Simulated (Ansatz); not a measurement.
## Electric field gradients in NbAs

Computed with DFT PBEsol, scalar-relativistic, plane waves, PAW in Ansatz 0.2.0. Plane waves to 420 eV; Γ-centred k mesh 18×18×18; Fermi-Dirac smearing of 0.15 eV. No spin polarisation.

Equilibrium structure at this level:
```xyz
4
Lattice="-1.7198 1.7198 5.8003 1.7198 -1.7198 5.8003 1.7198 1.7198 -5.8003" Properties=species:S:1:pos:R:3 pbc="T T T"
Nb    0.0000    0.0000   -0.0143
Nb    0.0000    1.7198    2.8858
As    0.0000    0.0000    4.8402
As    1.7198    0.0000    1.9400
```

In a metal these results depend on the k mesh and the smearing. A semilocal functional can close a gap that the real compound has. Spin–orbit coupling is left out, which matters for gradients at heavy nuclei.

**Question.** Give V_zz (10²¹ V/m²) and the asymmetry η at each distinct site.

**Answer.**
```csv
atom,V_zz,η
Nb (atom 1),1.89,0.74
As (atom 3),3.08,0.37
```

Cost: 1 run of about 1.3 core-minutes, on Arm Neoverse V2 (shared hosts).